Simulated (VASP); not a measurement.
NaI:

```
I Na
1.0
     0.00000    3.23640    3.23640
     3.23640    0.00000    3.23640
     3.23640    3.23640    0.00000
I Na
1 1
Direct
  0.50000 0.50000 0.50000
  0.00000 0.00000 0.00000
```

- Program: VASP 6.6.1
- Task: relaxation of cell and atoms
- Functional: vdW-DF
- Potentials or basis: VASP PAW PBE potentials, release 64 (I, Na_pv)
- Cutoff: 600 eV
- k mesh: 7 × 7 × 7
- Occupations: fermi-dirac, width 0.05 eV
- Spin: no spin polarisation

At the start: pressure 1.0 GPa; volume 33.90 Å³/atom.

Q: Where does the relaxation end?

A: Over 4 steps the energy falls by 5.9 meV/atom and the volume is 35.91 Å³/atom (+5.9 %); space group Fm-3m (No. 225, to 0.05 Å).

Step by step:
| step | energy change (eV) | largest force (eV/Å) | pressure (GPa) | volume (Å³) |
| --- | --- | --- | --- | --- |
| 1 | 0.0000 | 0.0000 | 0.99 | 67.80 |
| 2 | -0.0091 | 0.0000 | 0.44 | 69.87 |
| 3 | -0.0117 | 0.0000 | -0.05 | 72.03 |
| 4 | -0.0117 | 0.0000 | 0.01 | 71.81 |

Final structure:
```
I Na
1.0
     0.00000    3.29908    3.29908
     3.29908    0.00000    3.29908
     3.29908    3.29908    0.00000
I Na
1 1
Direct
  0.50000 0.50000 0.50000
  0.00000 0.00000 0.00000
```

Caveat: the PAW data sets were made with another functional, which shifts forces and pressure a little.
